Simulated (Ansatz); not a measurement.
This log comes from Ansatz, run on a 12-atom cell of HfSi3O8 built on monoclinic HfO2 (relaxed group P1). The starting cell comes from a relaxation with PBE.

The cell given to it:
```xyz
12
Lattice="4.9214 0.1604 -0.0340 0.1622 4.3761 0.2986 -0.8811 0.2740 5.2964" Properties=species:S:1:pos:R:3 pbc="T T T"
Hf    0.9258    2.2199    3.9340
Si    3.2779    4.3981    4.5836
Si    3.3840    2.4827    1.9273
Si    1.0944    0.4710    1.1435
O     1.6501    4.0043    4.5013
O     2.6731    1.4157    3.1783
O     2.4380    1.4329    0.6958
O     1.8703    3.4502    2.0296
O     0.0614    1.2577    2.1819
O     4.2904    3.3643    0.8152
O     4.0894    3.4324    3.4297
O    -0.5400    0.9342    4.9458
```

Output, abridged:
```
Pseudopotential: Hf, paw, valence charge 26, recommended cutoff 500 eV (meta_gga)
Pseudopotential: Si, paw, valence charge 4, recommended cutoff 500 eV (meta_gga)
Pseudopotential: O, paw, valence charge 6, recommended cutoff 500 eV (meta_gga)
Functional definition: r2SCAN
Crystal: 12 atoms, lattice volume = 113.351 Å³
Basis set: ecut = 500 eV, 2873 PW (Γ)
Bands: 55, of which v1, the nominal top of the filled ones, is band 43 counted from 1 (42 counted from 0)
Symmetry: 1 space group operations
Space group: P1 (ITA 1)
k-points: 76 of 144 (time reversal used)
preconditioner: auto → Resta (q_TF=auto, 2.606 Å⁻¹)  ε∞=4.0  [insulator: Δε(μ)=5.062 eV  σ=0.020 eV  ℏωp=32.0 eV]
SCF 1 converged in 8 iterations: F = -22213.745453 eV  dr2 = 7.02e-8
relax step 1: F+E_penalty+E_count = -22213.74545274 eV  max|allowed force component| = 2.708e-1 eV/Å  Δτ_max = 0.0000 Å  P = -7.599 GPa  Ω = 113.351 Å³
SCF 2 converged in 7 iterations: F = -22213.809719 eV  dr2 = 8.71e-8
relax step 2: F+E_penalty+E_count = -22213.80971889 eV  max|allowed force component| = 2.601e-1 eV/Å  Δτ_max = 0.0106 Å  P = -2.799 GPa  Ω = 111.140 Å³
SCF 3 converged in 6 iterations: F = -22213.826126 eV  dr2 = 2.82e-7
relax step 3: F+E_penalty+E_count = -22213.82612591 eV  max|allowed force component| = 7.728e-2 eV/Å  Δτ_max = 0.0083 Å  P = -0.017 GPa  Ω = 109.997 Å³
SCF 4 converged in 5 iterations: F = -22213.827168 eV  dr2 = 1.44e-7
relax step 4: F+E_penalty+E_count = -22213.82716781 eV  max|allowed force component| = 4.412e-2 eV/Å  Δτ_max = 0.0037 Å  P = +0.087 GPa  Ω = 109.962 Å³
SCF 5 converged in 6 iterations: F = -22213.827501 eV  dr2 = 2.82e-8
relax step 5: F+E_penalty+E_count = -22213.82750104 eV  max|allowed force component| = 2.589e-2 eV/Å  Δτ_max = 0.0097 Å  P = -0.006 GPa  Ω = 109.943 Å³
SCF 6 converged in 5 iterations: F = -22213.827624 eV  dr2 = 3.44e-8
relax step 6: F+E_penalty+E_count = -22213.82762400 eV  max|allowed force component| = 8.047e-3 eV/Å  Δτ_max = 0.0033 Å  P = +0.003 GPa  Ω = 109.954 Å³
SCF 7 converged in 5 iterations: F = -22213.827630 eV  dr2 = 2.49e-9
relax step 7: F+E_penalty+E_count = -22213.82763029 eV  max|allowed force component| = 1.652e-3 eV/Å  Δτ_max = 0.0006 Å  P = +0.001 GPa  Ω = 109.960 Å³
SCF 8 converged in 6 iterations: F = -22213.825387 eV  dr2 = 3.94e-11
relax step 8: F+E_penalty+E_count = -22213.82538708 eV  max|allowed force component| = 1.681e-3 eV/Å  Δτ_max = 0.0000 Å  P = +0.027 GPa  Ω = 109.960 Å³  (SCF on a basis re-selected at this cell)
SCF converged after 6 iterations
Free energy (F): -22213.825387 eV
Fermi energy:    12.872647 eV
--- Forces (eV/Å), atoms counted from 1 ---
  atom   1  Hf    -0.00153    -0.00024      0.00168
  atom   2  Si      0.00050      0.00090    -0.00041
  atom   3  Si      0.00140      0.00017    -0.00142
  atom   4  Si      0.00089    -0.00099      0.00017
  atom   5  O       0.00044    -0.00033    -0.00023
  atom   6  O     -0.00011    -0.00015    -0.00043
  atom   7  O       0.00007    -0.00007    -0.00003
  atom   8  O     -0.00003      0.00005      0.00077
  atom   9  O     -0.00024    -0.00046      0.00038
  atom  10  O     -0.00061      0.00063      0.00042
  atom  11  O     -0.00034    -0.00033    -0.00040
  atom  12  O     -0.00045      0.00080    -0.00050
--- Stress (GPa, compression-positive) ---
        0.034570       0.004255       0.000264
        0.004254       0.021312      -0.001998
        0.000264      -0.002001       0.026204
  P = ⅓ Tr σ = 0.0274 GPa (0.274 kbar)
--- Relaxed structure (7 steps of the walk, 7 accepted, 1 SCFs on fresh bases) ---
  F+E_penalty+E_count = -22213.82538708 eV   max|allowed force component| = 1.681e-3 eV/Å
  cell:  # Å, volume = 109.9602 Å³
    - [4.870216, 0.161386, -0.027422]
    - [0.163160, 4.332173, 0.293047]
    - [-0.865035, 0.267405, 5.243222]
  atoms:
    - { symbol: Hf, position: [0.301502, 0.451360, 0.719701] }
    - { symbol: Si, position: [0.781650, 0.926802, 0.817931] }
    - { symbol: Si, position: [0.732818, 0.517658, 0.339715] }
    - { symbol: Si, position: [0.258322, 0.084258, 0.212271] }
    - { symbol: O, position: [0.449774, 0.850716, 0.806008] }
    - { symbol: O, position: [0.641163, 0.262795, 0.589965] }
    - { symbol: O, position: [0.508552, 0.300261, 0.118595] }
    - { symbol: O, position: [0.417056, 0.750950, 0.343604] }
    - { symbol: O, position: [0.074974, 0.259241, 0.397664] }
    - { symbol: O, position: [0.868707, 0.727459, 0.116462] }
    - { symbol: O, position: [0.915729, 0.713355, 0.611823] }
    - { symbol: O, position: [0.049753, 0.155145, 0.926262] }
```

**Question.** Write the input file that gave this output.

**Answer.**
```yaml
crystal:
  # lattice and atoms as above
kpoints:
  mp_grid: { grid: [6, 6, 4] }
hamiltonian:
  xc: r2scan
scf:
  occupations: { method: fermi_dirac, width: 0.02 }
relax:
  f_tol: 0.005
  cell: {}
```
The relax steps with a changing cell volume need the relax block with cell. Keys that only write grids to files are left aside. Keys that aren't typed take their defaults; thresholds and the kind of smearing can't be read off these lines.

**Question.** What wall time did it need on 1 × NVIDIA H100 80GB HBM3 with 2 threads of AMD EPYC 7R13 Processor (Zen 3) (shared host), load about 0.7 per core, and what peak of host memory did it reach?

**Answer.** About 38 s, with a peak of 1.3 GiB.

No spin polarisation. The prototype was imposed, so other structures may be more stable.
